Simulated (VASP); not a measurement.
Set up this calculation in VASP 6.6.1, as the native input.

```yaml
Task: relaxation of cell and atoms
Functional: PBE
Potentials_or_basis: VASP PAW PBE potentials, release 64 (C)
Cutoff: 600 eV
k_mesh: 14 × 14 × 14
Occupations: gaussian, width 0.03 eV
Spin: no spin polarisation
Further_INCAR_settings: ALGO = Normal; EDIFF = 1e-07; IBRION = 2; EDIFFG = -0.005; NSW = 90; ISIF = 3
```

The structure of C lies in POSCAR:

```
C                                       
1.0
   -0.0000000000      1.7858054497      1.7858054497
    1.7858054497     -0.0000000000      1.7858054497
    1.7858054497      1.7858054497     -0.0000000000
  C             
     2
Direct
     0.0000000000000000    0.0000000000000000    0.0000000000000000
     0.2500000000000000    0.2500000000000000    0.2500000000000000
```

This isn't the form of C at room conditions, which is graphite.

The input as run:

INCAR

```
ALGO = Normal
EDIFF = 1E-7
EDIFFG = -0.005
ENCUT = 600
GGA = PE
IBRION = 2
ISIF = 3
ISMEAR = 0
LASPH = True
LCHARG = False
LREAL = False
LWAVE = False
NELM = 80
NSW = 90
PREC = Accurate
SIGMA = 0.03
```

KPOINTS

```
k-points
0
Gamma
  14 14 14
```

Potentials or basis: VASP PAW PBE potentials, release 64 (C).

Command:

```sh
$ cat potpaw_PBE.64/C/POTCAR > POTCAR
$ mpirun -np 1 vasp_std > vasp.out
```

It gave:

```json
{"Pressure after relaxing": "0.0 GPa", "Band gap on the k mesh": "4.12 eV, indirect (least direct gap 5.58 eV)"}
```

Caveat: the relaxation stopped at its first step, so nothing moved.

It took 14 s on 1 thread of AMD EPYC 7R43 64-Core Processor (Zen 3), on a shared host, peak memory 0.08 GiB.
